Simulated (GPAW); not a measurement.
Crystal: Nb.

```xyz
1
Lattice="-1.6640 1.6640 1.6640 1.6640 -1.6640 1.6640 1.6640 1.6640 -1.6640" Properties=species:S:1:pos:R:3 pbc="T T T"
Nb    0.0000    0.0000    0.0000
```

Base run:

* Program: GPAW 26.7.0
* Functional: r2SCAN
* Potentials or basis: GPAW PAW data sets (gpaw-data 1.2.1)
* Cutoff: 600 eV
* Basis: pw
* k mesh: 11 × 11 × 11
* Occupations: fermi-dirac, width 0.05 eV
* Spin: no spin polarisation

Its results: pressure -3.3 GPa.

Problem. The run is repeated on the same cell with these changes: functional from r2SCAN to PBE. What comes out?

Solution. Pressure -2.7 GPa.

Caveats: the PAW data sets were made with another functional, which shifts forces and pressure a little (some runs).
